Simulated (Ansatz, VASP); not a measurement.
## InSb: VASP beside Ansatz

```
In Sb
1.0
     0.00000    3.25982    3.25982
     3.25982    0.00000    3.25982
     3.25982    3.25982    0.00000
In Sb
1 1
Direct
  0.00000 0.00000 0.00000
  0.75000 0.75000 0.75000
```

Alike in both runs: task single point; functional PBEsol; k mesh 12 × 12 × 12; occupations gaussian, width 0.1 eV; no spin polarisation.

|  | VASP | Ansatz |
| --- | --- | --- |
| version | VASP 6.6.1 | Ansatz 0.2.0 |
| potentials or method | VASP PAW PBE potentials, release 64 (In_d, Sb), cutoff 520 eV | scalar-relativistic, all-electron LAPW |

```tsv
	VASP	Ansatz	Ansatz less VASP
gap on the k mesh at the Fermi level (eV)	none	none	-
pressure (GPa)	0.0	0.0	-0.01
```

A gap of «none» marks a metal or a gap that the smearing closes. Ansatz ran all-electron here, so the differences hold the error of VASP's frozen core and of both bases.

Caveats: the PAW data sets were made with another functional, which shifts forces and pressure a little (VASP). The runs have no spin-orbit coupling, so splittings on Sb are missing.
